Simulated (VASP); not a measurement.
# Lu (P6_3/mmc) in VASP: notebook

One crystal, Lu, is run at these levels: PBE; tasks: single point.

Program: VASP 6.6.1. These are calculated values, not measurements. Logs are shortened: lines on timing, memory, paths and dates and some standing lists are left out, and cuts for length are marked.

## (1) The structure

Symmetry: P6_3/mmc, No. 194, hexagonal system. The conventional cell has a = 3.503 Å, b = 3.503 Å, c = 5.551 Å, α = 90.00°, β = 90.00°, γ = 120.00°. Around Lu (site symmetry -6m2) lie 12 Lu at 3.43 to 3.50 Å.

## (2) Single point, PBE

File INCAR:

```
SYSTEM = Lu
  PREC = Accurate
  ENCUT = 900
  EDIFF = 1E-8
  ISMEAR = 0
  SIGMA = 0.05
  LREAL = .False.
  LASPH = .True.
  NELM = 100
  ALGO = Normal
  ISIF = 2
  LWAVE = .False.
  LCHARG = .False.
  GGA = PE
  ADDGRID = .False.
```

File KPOINTS:

```
regular mesh
0
Gamma
  21 21 12
  0 0 0
```

File POSCAR:

```
Lu
1.0
    3.5031000000      0.0000000000      0.0000000000
   -1.7515500000      3.0337735920      0.0000000000
    0.0000000000      0.0000000000      5.5509000000
Lu
2
Direct
    0.6666666667      0.3333333333      0.7500000000
    0.3333333333      0.6666666667      0.2500000000
```

Potentials or basis: VASP PAW PBE potentials, release 64 (Lu_3), 4f in core.

Command:

```bash
> cat potpaw_PBE.64/Lu_3/POTCAR > POTCAR
> mpirun -np 1 vasp_std > vasp.out
```

OUTCAR:

```text
SYSTEM = Lu
   PREC = Accurate
   ENCUT = 900
   EDIFF = 1E-8
   ISMEAR = 0
   LREAL = .False.
   LASPH = .True.
   NELM = 100
   ISIF = 2
   GGA = PE

 ion  position               nearest neighbor table
   1  0.667  0.333  0.750-   2 3.43   2 3.43   2 3.43   2 3.43   2 3.43   2 3.43
   2  0.333  0.667  0.250-   1 3.43   1 3.43   1 3.43   1 3.43   1 3.43   1 3.43

  LATTYP: Found a hexagonal cell.
 ALAT       =     3.5031000000
 C/A-ratio  =     1.5845679541

  Lattice vectors:

 A1 = (   3.5031000000,   0.0000000000,   0.0000000000)
 A2 = (  -1.7515500000,   3.0337735920,   0.0000000000)
 A3 = (   0.0000000000,   0.0000000000,   5.5509000000)

Analysis of symmetry for initial positions (statically):
=====================================================================
 Subroutine PRICEL returns:
 Original cell was already a primitive cell.

 Routine SETGRP: Setting up the symmetry group for a
 hexagonal supercell.

 Subroutine GETGRP returns: Found 24 space group operations
 (whereof 12 operations were pure point group operations)
 out of a pool of 24 trial point group operations.

The static configuration has the point symmetry D_3d.
 The point group associated with its full space group is D_6h.

Analysis of symmetry for dynamics (positions and initial velocities):
=====================================================================
 Subroutine PRICEL returns:
 Original cell was already a primitive cell.

 Routine SETGRP: Setting up the symmetry group for a
 hexagonal supercell.

 Subroutine GETGRP returns: Found 24 space group operations
 (whereof 12 operations were pure point group operations)
 out of a pool of 24 trial point group operations.

The dynamic configuration has the point symmetry D_3d.
 The point group associated with its full space group is D_6h.

 Subroutine INISYM returns: Found 24 space group operations
 (whereof 12 operations are pure point group operations),
 and found     1 'primitive' translations

----------------------------------------------------------------------------------------

                                     Primitive cell

  volume of cell :      58.9928

  direct lattice vectors                    reciprocal lattice vectors
     3.503100000  0.000000000  0.000000000     0.285461448  0.164811244  0.000000000
    -1.751550000  3.033773592  0.000000000     0.000000000  0.329622488  0.000000000
     0.000000000  0.000000000  5.550900000     0.000000000  0.000000000  0.180150967

  length of vectors
     3.503100000  3.503100000  5.550900000     0.329622488  0.329622488  0.180150967

  position of ions in fractional coordinates (direct lattice)
     0.666666667  0.333333333  0.750000000
     0.333333333  0.666666667  0.250000000

  ion indices of the primitive-cell ions
   primitive index   ion index
                 1           1
                 2           2

----------------------------------------------------------------------------------------

 KPOINTS: regular mesh

Automatic generation of k-mesh.
 Grid dimensions read from file:
 generate k-points for:   21   21   12

 Generating k-lattice:

  Cartesian coordinates                     Fractional coordinates (reciprocal lattice)
     0.013593402  0.007848154  0.000000000     0.047619048 -0.000000000  0.000000000
     0.000000000  0.015696309  0.000000000     0.000000000  0.047619048  0.000000000
     0.000000000  0.000000000  0.015012581     0.000000000  0.000000000  0.083333333

  Length of vectors
     0.015696309  0.015696309  0.015012581

  Shift w.r.t. Gamma in fractional coordinates (k-lattice)
     0.000000000  0.000000000  0.000000000

 Subroutine IBZKPT returns following result:
 ===========================================

 Found    336 irreducible k-points:

 Following reciprocal coordinates:
            Coordinates               Weight
  0.000000  0.000000  0.000000      1.000000
  0.047619 -0.000000  0.000000      6.000000
  0.095238 -0.000000  0.000000      6.000000
  0.142857  0.000000  0.000000      6.000000
  0.190476 -0.000000  0.000000      6.000000
  0.238095 -0.000000  0.000000      6.000000
[... 16 lines left out ...]
  0.142857  0.095238  0.000000     12.000000
  0.190476  0.095238  0.000000     12.000000
 [... further k-points ...]
   k-points           NKPTS =    336   k-points in BZ     NKDIM =    336   number of bands    NBANDS=     13
   number of dos      NEDOS =    301   number of ions     NIONS =      2
   total plane-waves  NPLWV =  69984
   dimension x,y,z NGX =    36 NGY =   36 NGZ =   54
   dimension x,y,z NGXF=    72 NGYF=   72 NGZF=  108
   ions per type =               2
   NGX,Y,Z   is equivalent  to a cutoff of  17.08, 17.08, 16.17 a.u.
   NGXF,Y,Z  is equivalent  to a cutoff of  34.17, 34.17, 32.35 a.u.
 SYSTEM =  Lu
   PREC   = accura    normal or accurate (medium, high low for compatibility)
   ISTART =      0    job   : 0-new  1-cont  2-samecut
   ICHARG =      2    charge: 1-file 2-atom 10-const
   ISPIN  =      1    spin polarized calculation?
   LNONCOLLINEAR =      F non collinear calculations
   LSORBIT =      F    spin-orbit coupling
   LASPH  =      T    aspherical Exc in radial PAW
   ENCUT  =  900.0 eV  66.15 Ry    8.13 a.u.   8.57  8.57 13.58*2*pi/ulx,y,z
   NELM   =    100;   NELMIN=  2; NELMDL= -5     # of ELM steps
   EDIFF  = 0.1E-07   stopping-criterion for ELM
   LREAL  =      F    real-space projection
   EDIFFG = 0.1E-06   stopping-criterion for IOM
   NSW    =      0    number of steps for IOM
   IBRION =     -1    ionic relax: 0-MD 1-quasi-New 2-CG
   NFREE  =      0    steps in history (QN), initial steepest desc. (CG)
   ISIF   =      2    stress and relaxation
   ISYM   =      2    0-nonsym 1-usesym 2-fastsym
   POTIM  = 0.5000    time-step for ionic-motion
   TEBEG  =    0.0;   TEEND  =   0.0 temperature during run
   PSTRESS=    0.0 pullay stress
   NELECT =      18.0000    total number of electrons
   NUPDOWN=      -1.0000    fix difference up-down
   EMIN   =  10.00;   EMAX   =-10.00  energy-range for DOS
   EFERMI =   0.00;   METHOD = LEGACY
   ISMEAR =     0;   SIGMA  =   0.05  broadening in eV -4-tet -1-fermi 0-gaus
   EFERMI_NEDOS =   21; number of points for ismear=-14 and -15
   IALGO  =     38    algorithm
   IMIX   =      4    mixing-type and parameters
     AMIX     =   0.40;   BMIX     =  1.00
     AMIX_MAG =   1.60;   BMIX_MAG =  1.00
  volume/ion in A,a.u.               =      29.50       199.05
  Fermi-wavevector in a.u.,A,eV,Ry     =   1.102130  2.082723 16.526853  1.214689
  Thomas-Fermi vector in A             =   2.238568
   LORBIT       =      0    0 simple, 1 ext, 2 COOP (PROOUT), +10 PAW based schemes
   GGA     = PE    functional components
   LHFCALC =     F    Hartree Fock is set to
   AEXX    =    0.0000 exact exchange contribution
   IVDW    =     0    specifies the selected vdW correction
   LEPSILON=     F    determine dielectric tensor
   LRPA    =     F    only Hartree local field effects (RPA)
 non-spin polarized calculation
 Gauss-broadening in eV      SIGMA  =   0.05
  energy-cutoff  :      900.00
  volume of cell :       58.99
 maximum number of plane-waves:      3663
 NGX is ok and might be reduce to    36
   NGX = 17   NGY = 17   NGZ = 27

 number of electron      18.0000000 magnetization

 Free energy of the ion-electron system (eV)
  ---------------------------------------------------
  ext. energy  EPLUGINS =         0.00000000
  ---------------------------------------------------
  free energy    TOTEN  =        -8.90668142 eV

  energy without entropy =       -8.90185060  energy(sigma->0) =       -8.90426601

 E-fermi :   2.7790     XC(G=0):  -9.9082

 val. band max:        2.7754735258   @ k =   0.3333   0.1429   0.4167
 cond. band min:       2.7797489833   @ k =   0.3333   0.0952   0.4167
 fundamental gap:      0.0042754575
 Fermi energy:         2.7789938744

 k-point     1 :       0.0000    0.0000    0.0000
  band No.  band energies     occupation
      1     -24.2696      2.00000
      2     -23.8617      2.00000
      3     -23.8617      2.00000
      4     -23.7857      2.00000
      5     -23.7857      2.00000
      6     -23.7587      2.00000
      7      -3.2478      2.00000
      8       0.3398      2.00000
      9       3.3275      0.00000
     10       4.9913      0.00000
     11       4.9915      0.00000
     12       5.2727      0.00000
     13       5.6924      0.00000

 k-point     2 :       0.0476   -0.0000    0.0000
  band No.  band energies     occupation
      1     -24.2661      2.00000
      2     -23.8690      2.00000
      3     -23.8642      2.00000
      4     -23.7935      2.00000
      5     -23.7867      2.00000
      6     -23.7603      2.00000
      7      -3.1934      2.00000
      8       0.3960      2.00000
      9       3.2894      0.00000
     10       4.7993      0.00000
     11       5.0428      0.00000
     12       5.4186      0.00000
     13       5.6222      0.00000

 k-point     3 :       0.0952   -0.0000    0.0000
  band No.  band energies     occupation
      1     -24.2557      2.00000
      2     -23.8904      2.00000
      3     -23.8713      2.00000
      4     -23.8160      2.00000
      5     -23.7898      2.00000
      6     -23.7651      2.00000
      7      -3.0321      2.00000
      8       0.5607      2.00000
      9       3.1813      0.00000
     10       4.4670      0.00000
     11       5.1955      0.00000
     12       5.3875      0.00000
     13       5.6526      0.00000

 k-point     4 :       0.1429    0.0000    0.0000
  band No.  band energies     occupation
      1     -24.2389      2.00000
      2     -23.9240      2.00000
      3     -23.8823      2.00000
      4     -23.8509      2.00000
      5     -23.7948      2.00000
      6     -23.7731      2.00000
      7      -2.7697      2.00000
      8       0.8210      2.00000
      9       3.0196      0.00000
     10       4.0929      0.00000
     11       5.0956      0.00000
     12       5.4525      0.00000
     13       5.7167      0.00000

 k-point     5 :       0.1905   -0.0000    0.0000
  band No.  band energies     occupation
      1     -24.2165      2.00000
      2     -23.9669      2.00000
      3     -23.8961      2.00000
      4     -23.8944      2.00000
      5     -23.8014      2.00000
      6     -23.7843      2.00000
      7      -2.4157      2.00000
      8       1.1497      2.00000
      9       2.8253      0.19062
     10       3.7164      0.00000
     11       4.7847      0.00000
     12       5.3782      0.00000
     13       5.6328      0.00000
[... 257 lines left out ...]
 k-point    22 :       0.0952    0.0952    0.0000
  band No.  band energies     occupation
      1     -24.2291      2.00000
      2     -23.9364      2.00000
      3     -23.9050      2.00000
      4     -23.8558      2.00000
      5     -23.8023      2.00000
      6     -23.7779      2.00000
      7      -2.6152      2.00000
      8       0.9730      2.00000
      9       2.9360      0.00001
     10       3.9086      0.00000
     11       4.9521      0.00000
     12       5.4768      0.00000
     13       5.6544      0.00000

 k-point    23 :       0.1429    0.0952    0.0000
  band No.  band energies     occupation
      1     -24.2072      2.00000
      2     -23.9727      2.00000
      3     -23.9381      2.00000
      4     -23.8784      2.00000
      5     -23.8122      2.00000
      6     -23.7891      2.00000
      7      -2.2659      2.00000
      8       1.2963      2.00000
      9       2.7619      1.37167
     10       3.5685      0.00000
     11       4.6775      0.00000
     12       5.1768      0.00000
     13       5.6378      0.00000

 k-point    24 :       0.1905    0.0952    0.0000
  band No.  band energies     occupation
      1     -24.1808      2.00000
      2     -24.0163      2.00000
      3     -23.9742      2.00000
      4     -23.9019      2.00000
      5     -23.8226      2.00000
      6     -23.8034      2.00000
      7      -1.8385      2.00000
      8       1.6422      2.00000
      9       2.5788      2.00000
     10       3.2479      0.00000
     11       4.4387      0.00000
     12       4.9051      0.00000
     13       5.4072      0.00000

 [... further k-points ...]

------------------------ aborting loop because EDIFF is reached ----------------------------------------

  FORCE on cell =-STRESS in cart. coord.  units (eV):
  Direction    XX          YY          ZZ          XY          YZ          ZX
  --------------------------------------------------------------------------------------
  -------------------------------------------------------------------------------------
  Total        0.1096983      0.1096983     -0.3512575     -0.0000000     -0.0000000     -0.0000000
  in kB        2.9792798      2.9792798     -9.5397517     -0.0000000     -0.0000000     -0.0000000
  external PRESSURE =      -1.1937307 kB  Pullay stress =       0.0000000 kB

 VOLUME and BASIS-vectors are now :
 -----------------------------------------------------------------------------
  energy-cutoff  :      900.00
  volume of cell :       58.99
      direct lattice vectors                 reciprocal lattice vectors
     3.503100000  0.000000000  0.000000000     0.285461448  0.164811244  0.000000000
    -1.751550000  3.033773592  0.000000000     0.000000000  0.329622488  0.000000000
     0.000000000  0.000000000  5.550900000     0.000000000  0.000000000  0.180150967

 POSITION                                       TOTAL-FORCE (eV/Angst)
 -----------------------------------------------------------------------------------
      1.75155      1.01126      4.16318         0.000000      0.000000      0.000000
     -0.00000      2.02252      1.38773         0.000000     -0.000000      0.000000
 -----------------------------------------------------------------------------------
    total drift:                               -0.000000      0.000000     -0.000000

  FREE ENERGIE OF THE ION-ELECTRON SYSTEM (eV)
  ---------------------------------------------------
  free  energy   TOTEN  =        -8.9066814162 eV

  energy  without entropy=       -8.9018506040  energy(sigma->0) =       -8.90426601
```

Run time: 5.2 min. Hardware: 1 thread of Intel Xeon 6975P-C (Granite Rapids), shared host; peak memory 0.67 GiB.

What came out:

```yaml
Free_energy: -8.9067 eV
Pressure: -0.1 GPa
Band_gap_on_the_k_mesh: none (metal or under the smearing width)
```

Spin-orbit coupling is left out, which matters for the levels of Lu.

[end of part 1 of 2]
